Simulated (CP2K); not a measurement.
# GaSb: changing the dispersion correction

```xyz
2
Lattice="4.3261 0.0000 0.0000 2.1630 3.7465 0.0000 2.1630 1.2488 3.5322" Properties=species:S:1:pos:R:3 pbc="T T T"
Sb    6.4891    3.7465    2.6492
Ga    0.0000    0.0000    0.0000
```

Kept alike: task single point; functional RPBE; k mesh 8 × 8 × 8; occupations fermi-dirac, width 0.05 eV; no spin polarisation. Program: CP2K, POTENTIAL_UZH Sb GTH-PBE-q5, Ga GTH-PBE-q13; TZVP-MOLOPT-PBE-GTH basis. The mesh is that of the run's cell of 2 atoms. No spin-orbit coupling.

| dispersion correction | pressure (GPa) |
| --- | --- |
| D3(zero) | 1.54 |
| D3(BJ) | -5.72 |
| D3(BJ)+ATM | -5.61 |
| D4 | -1.13 |
| none | 3.81 |

Pressure is positive in compression. All rows use potentials made for PBE.

Q: What does the dispersion correction change here?

A: The pressure runs from -5.72 (D3(BJ)) to 3.81 GPa (none). Dispersion terms mostly attract, so at fixed cell they lower the pressure.
